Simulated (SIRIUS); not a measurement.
# Ge (Fd-3m) in SIRIUS: convergence with k mesh

Aim: find how far k mesh must go before the results for Ge settle, at PBE. This setting moves, with any that are tied to it; all else stays.

Everything below comes from runs of SIRIUS 7.10.0. Logs are shortened: lines on timing, memory, paths and dates and some standing lists are left out, and cuts for length are marked. The log counts tension as positive stress, the text compression.

### 1 Starting point

The structure is cubic, space group Fd-3m (No. 227). Conventional cell: a = 5.658 Å, b = 5.658 Å, c = 5.658 Å, α = 90.00°, β = 90.00°, γ = 90.00°. Around Ge (site symmetry -43m) lie 4 Ge at 2.45 Å.

### 2 With k mesh 2 × 2 × 2

Contents of sirius.json:

```json
{
  "control": {
    "processing_unit": "cpu",
    "verbosity": 2,
    "num_bands_to_print": 22,
    "print_forces": true,
    "print_stress": true
  },
  "parameters": {
    "electronic_structure_method": "pseudopotential",
    "xc_functionals": ["XC_GGA_X_PBE", "XC_GGA_C_PBE"],
    "gk_cutoff": 8.9,
    "pw_cutoff": 17.8,
    "ngridk": [2, 2, 2],
    "shiftk": [0, 0, 0],
    "smearing": "fermi_dirac",
    "smearing_width": 0.0018374661,
    "num_bands": 22,
    "num_mag_dims": 0,
    "num_dft_iter": 100,
    "energy_tol": 1e-08,
    "density_tol": 1e-06
  },
  "iterative_solver": {
    "type": "davidson",
    "min_tolerance": 1e-10
  },
  "mixer": {
    "type": "anderson",
    "beta": 0.7,
    "max_history": 8
  },
  "settings": {
    "tol_ne": 1e-10
  },
  "unit_cell": {
    "lattice_vectors": [
      [0.0, 0.707106781187, 0.707106781187],
      [0.707106781187, 0.0, 0.707106781187],
      [0.707106781187, 0.707106781187, 0.0]
    ],
    "lattice_vectors_scale": 7.5601949712,
    "atom_coordinate_units": "lattice",
    "atom_types": ["Ge"],
    "atom_files": {
      "Ge": "Ge.json"
    },
    "atoms": {
      "Ge": [
        [0.75, 0.75, 0.75],
        [0.5, 0.5, 0.5]
      ]
    }
  }
}
```

Potentials or basis: in-house norm-conserving set, PBE (scalar relativistic).

The run is started by

```sh
> upf_to_json Ge.upf
> OMP_NUM_THREADS=1 sirius.scf --input=sirius.json --output=out.json --task=0
```

What it wrote:

```text
[... set-up lines left out ...]
[find] | SCF iteration   1 out of 100|
[find] +------------------------------+
[diagonalize] iterative solver tolerance (occupied, empty): 0.000632318 0.000632318
[diagonalize] average number of iterations: 2.33333
[... band energies of this cycle ...]
[find] Charges and magnetic moments
[find] --------------------------------------------------------------------------------
[find] total charge          : 28.000000
[find] Energy
[find] --------------------------------------------------------------------------------
[find] valence_eval_sum               :      -9.59043229
[find] <rho|V^{XC}>                   :     -29.16470083
[find] <rho|E^{XC}>                   :     -43.68250909
[find] <mag|B^{XC}>                   :       0.00000000
[find] <rho|V^{H}>                    :     111.40647024
[find] one-electron contribution      :     -91.83220170 (Ha),    -183.66440340 (Ry)
[find] hartree contribution           :      55.70323512
[find] xc contribution                :     -43.68250909
[find] ewald contribution             :     -98.75037910
[find] PAW contribution               :       0.00000000
[find] smearing (-TS)                 :      -0.00173221
[find] SCF correction                 :       0.02955033
[find] Total energy                   :    -178.53230444 (Ha),    -357.06460889 (Ry)
[find] Free energy (E-TS)             :    -178.53403665 (Ha),    -357.06807331 (Ry)
[find] band gap (eV)                  :       0.05989818
[find] Efermi                         :       0.35824545
[find] iteration : 1, RMS : 1.578294391185e-03, energy difference : -3.633046345385e-03
[find] Hartree energy of density residual : 1.771860111430e-05
[find] | SCF iteration   2 out of 100|
[diagonalize] iterative solver tolerance (occupied, empty): 0.000157829 0.000157829
[diagonalize] average number of iterations: 1.66667
[... levels, occupations and energy terms ...]
[find] Total energy                   :    -178.53269569 (Ha),    -357.06539139 (Ry)
[find] Free energy (E-TS)             :    -178.53440453 (Ha),    -357.06880907 (Ry)
[find] band gap (eV)                  :       0.05922936
[... 186 lines left out ...]
[find] Efermi                         :       0.36226732
[ground_state] === stress tensor components [kbar] ===
[ground_state] === stress_kin ===
[ground_state] -86152.995322    0.000000    0.000000
[ground_state]     0.000000-86152.995322   -0.000000
[ground_state]     0.000000   -0.000000-86152.995322
[ground_state] === stress_har ===
[ground_state] -17886.133927    0.000000   -0.000000
[ground_state]     0.000000-17886.133927   -0.000000
[ground_state]    -0.000000   -0.000000-17886.133927
[ground_state] === stress_ewald ===
[ground_state] 31695.027514   -0.000000   -0.000000
[ground_state]    -0.00000031695.027514    0.000000
[ground_state]    -0.000000    0.00000031695.027514
[ground_state] === stress_vloc ===
[ground_state]  8888.292594   -0.000000   -0.000000
[ground_state]    -0.000000 8888.292594    0.000000
[ground_state]    -0.000000    0.000000 8888.292594
[ground_state] === stress_xc ===
[ground_state] -13451.307273    0.000000    0.000000
[ground_state]     0.000000-13451.307273   -0.000000
[ground_state]     0.000000   -0.000000-13451.307273
[ground_state] === stress_core ===
[ground_state] 23370.619644   -0.000000   -0.000000
[ground_state]    -0.00000023370.619644    0.000000
[ground_state]    -0.000000    0.00000023370.619644
[ground_state] === stress_nonloc ===
[ground_state] 53401.774144   -0.000000   -0.000000
[ground_state]    -0.00000053401.774144    0.000000
[ground_state]    -0.000000    0.00000053401.774144
[ground_state] === stress_us_nl ===
[ground_state] 53401.774144   -0.000000   -0.000000
[ground_state]    -0.00000053401.774144    0.000000
[ground_state]    -0.000000    0.00000053401.774144
[ground_state] === stress_total ===
[ground_state]  -134.722626    0.000000    0.000000
[ground_state]     0.000000 -134.722626   -0.000000
[ground_state]     0.000000   -0.000000 -134.722626
[ground_state] ==== total Forces in Ha/bohr =====
[ground_state] atom:    0, force:       0.0000000      0.0000000      0.0000000
[ground_state] atom:    1, force:      -0.0000000     -0.0000000     -0.0000000
[ground_state] ==== ultrasoft contribution from Qij =====
[ground_state] atom:    0, force:       0.0000000      0.0000000      0.0000000
[ground_state] atom:    1, force:       0.0000000      0.0000000      0.0000000
[ground_state] ==== non-local contribution from Beta-projector =====
[ground_state] atom:    0, force:       0.0000000      0.0000000      0.0000000
[ground_state] atom:    1, force:      -0.0000000     -0.0000000     -0.0000000
[ground_state] ==== contribution from local potential =====
[ground_state] atom:    0, force:       0.0000000      0.0000000      0.0000000
[ground_state] atom:    1, force:      -0.0000000     -0.0000000     -0.0000000
[ground_state] ==== contribution from core density =====
[ground_state] atom:    0, force:      -0.0000000      0.0000000     -0.0000000
[ground_state] atom:    1, force:      -0.0000000     -0.0000000     -0.0000000
[ground_state] ==== Ewald forces from ions =====
[ground_state] atom:    0, force:       0.0000000      0.0000000      0.0000000
[ground_state] atom:    1, force:       0.0000000     -0.0000000      0.0000000
[~DFT_ground_state] local op. applied: 2261
[~DFT_ground_state] evp. work count: 382.298
[~DFT_ground_state] number of iterative solver steps: 123
```

Wall time 11 s (1 thread of Arm Neoverse V1, shared host); peak memory 0.21 GiB.

Results:

| Property | Result |
| --- | --- |
| Free energy | -4858.1704 eV |
| Pressure | 13.5 GPa |
| Band gap on the k mesh | 0.07 eV, direct |

### 3 With k mesh 3 × 3 × 3

Edit sirius.json of step 2 so:

```diff
@@ -13,3 +13,3 @@
     "pw_cutoff": 17.8,
-    "ngridk": [2, 2, 2],
+    "ngridk": [3, 3, 3],
     "shiftk": [0, 0, 0],
@@ -37,7 +37,6 @@
     "lattice_vectors": [
-      [0.0, 0.707106781187, 0.707106781187],
-      [0.707106781187, 0.0, 0.707106781187],
-      [0.707106781187, 0.707106781187, 0.0]
+      [0.0, 5.345865131215, 5.345865131215],
+      [5.345865131215, 0.0, 5.345865131215],
+      [5.345865131215, 5.345865131215, 0.0]
     ],
-    "lattice_vectors_scale": 7.5601949712,
     "atom_coordinate_units": "lattice",
```

Potentials or basis: in-house norm-conserving set, PBE (scalar relativistic).

The run is started by

```sh
> upf_to_json Ge.upf
> OMP_NUM_THREADS=1 sirius.scf --input=sirius.json --output=out.json --task=0
```

It took 12 s on 1 thread of Arm Neoverse V1, shared host; peak memory 0.22 GiB.

Results:

```
Free energy            : -4860.3247 eV
Pressure               : 6.0 GPa
Band gap on the k mesh : none (metal or under the smearing width)
```

### 4 With k mesh 4 × 4 × 4

Edit sirius.json of step 3 so:

```diff
@@ -13,3 +13,3 @@
     "pw_cutoff": 17.8,
-    "ngridk": [3, 3, 3],
+    "ngridk": [4, 4, 4],
     "shiftk": [0, 0, 0],
```

The run is started by

```sh
> upf_to_json Ge.upf
> OMP_NUM_THREADS=1 sirius.scf --input=sirius.json --output=out.json --task=0
```

Wall time 22 s (1 thread of Arm Neoverse V1, shared host); peak memory 0.24 GiB.

Results:

| Item | Value |
| --- | --- |
| Free energy | -4860.8335 eV |
| Pressure | 4.4 GPa |
| Band gap on the k mesh | none (metal or under the smearing width) |

### 5 With k mesh 6 × 6 × 6

Edit sirius.json of step 4 so:

```diff
@@ -13,3 +13,3 @@
     "pw_cutoff": 17.8,
-    "ngridk": [4, 4, 4],
+    "ngridk": [6, 6, 6],
     "shiftk": [0, 0, 0],
```

The run is started by

```sh
> upf_to_json Ge.upf
> OMP_NUM_THREADS=1 sirius.scf --input=sirius.json --output=out.json --task=0
```

Run time: 39 s. Hardware: 1 thread of Arm Neoverse V1, shared host; peak memory 0.28 GiB.

The run converged. Its results:

```
Free energy            : -4861.0475 eV
Pressure               : 3.7 GPa
Band gap on the k mesh : 0.03 eV
```

### 6 With k mesh 7 × 7 × 7

Edit sirius.json of step 5 so:

```diff
@@ -13,3 +13,3 @@
     "pw_cutoff": 17.8,
-    "ngridk": [6, 6, 6],
+    "ngridk": [7, 7, 7],
     "shiftk": [0, 0, 0],
```

Potentials or basis: in-house norm-conserving set, PBE (scalar relativistic).

The run is started by

```sh
> upf_to_json Ge.upf
> OMP_NUM_THREADS=1 sirius.scf --input=sirius.json --output=out.json --task=0
```

It took 51 s on 1 thread of Arm Neoverse V1, shared host; peak memory 0.31 GiB.

Results (log left out):

```
Free energy            : -4861.0707 eV
Pressure               : 3.7 GPa
Band gap on the k mesh : 0.03 eV
```

### 7 With k mesh 8 × 8 × 8

Edit sirius.json of step 6 so:

```diff
@@ -13,3 +13,3 @@
     "pw_cutoff": 17.8,
-    "ngridk": [7, 7, 7],
+    "ngridk": [8, 8, 8],
     "shiftk": [0, 0, 0],
```

The run is started by

```sh
> upf_to_json Ge.upf
> OMP_NUM_THREADS=1 sirius.scf --input=sirius.json --output=out.json --task=0
```

Wall time 69 s (1 thread of Arm Neoverse V1, shared host); peak memory 0.36 GiB.

Results (log left out):

```yaml
Free_energy: -4861.0811 eV
Pressure: 3.7 GPa
Band_gap_on_the_k_mesh: 0.03 eV
```

### 8 With k mesh 10 × 10 × 10

Edit sirius.json of step 7 so:

```diff
@@ -13,3 +13,3 @@
     "pw_cutoff": 17.8,
-    "ngridk": [8, 8, 8],
+    "ngridk": [10, 10, 10],
     "shiftk": [0, 0, 0],
```

The run is started by

```sh
> upf_to_json Ge.upf
> OMP_NUM_THREADS=1 sirius.scf --input=sirius.json --output=out.json --task=0
```

Wall time 1.9 min (1 thread of Arm Neoverse V1, shared host); peak memory 0.46 GiB.

Results (log left out):

```
Free energy            : -4861.0887 eV
Pressure               : 3.7 GPa
Band gap on the k mesh : 0.03 eV
```

### 9 With k mesh 12 × 12 × 12

Edit sirius.json of step 8 so:

```diff
@@ -13,3 +13,3 @@
     "pw_cutoff": 17.8,
-    "ngridk": [10, 10, 10],
+    "ngridk": [12, 12, 12],
     "shiftk": [0, 0, 0],
@@ -37,6 +37,7 @@
     "lattice_vectors": [
-      [0.0, 5.345865131215, 5.345865131215],
-      [5.345865131215, 0.0, 5.345865131215],
-      [5.345865131215, 5.345865131215, 0.0]
+      [0.0, 0.707106781187, 0.707106781187],
+      [0.707106781187, 0.0, 0.707106781187],
+      [0.707106781187, 0.707106781187, 0.0]
     ],
+    "lattice_vectors_scale": 7.5601949712,
     "atom_coordinate_units": "lattice",
```

Potentials or basis: in-house norm-conserving set, PBE (scalar relativistic).

The run is started by

```sh
> upf_to_json Ge.upf
> OMP_NUM_THREADS=1 sirius.scf --input=sirius.json --output=out.json --task=0
```

Wall time 2.8 min (1 thread of Arm Neoverse V1, shared host); peak memory 0.6 GiB.

The run converged. Its results:

```
Free energy            : -4861.0909 eV
Pressure               : 3.7 GPa
Band gap on the k mesh : 0.03 eV
```

### 10 Summary

```csv
k mesh,"energy less the tightest run, at zero smearing (meV/atom)",pressure (GPa),SCF cycles,CPU time (s),peak memory (GiB)
2 × 2 × 2,1471.42,13.47,18,11,0.21
3 × 3 × 3,385.13,5.99,16,12,0.22
4 × 4 × 4,129.97,4.36,17,22,0.24
6 × 6 × 6,22.03,3.74,16,39,0.28
7 × 7 × 7,10.28,3.71,17,51,0.31
8 × 8 × 8,4.99,3.70,16,69,0.36
10 × 10 × 10,1.12,3.71,17,110,0.46
12 × 12 × 12,0.00,3.71,16,170,0.6
```

Against the tightest run, the pressure stays within 0.1 GPa from 6 × 6 × 6 on. Not settled before the last step: the energy (to 1 meV/atom). Meshes of other sizes hit other points, so gaps and Fermi surfaces needn't settle smoothly. The tightest run that finished is the yardstick and may itself not be fully converged.
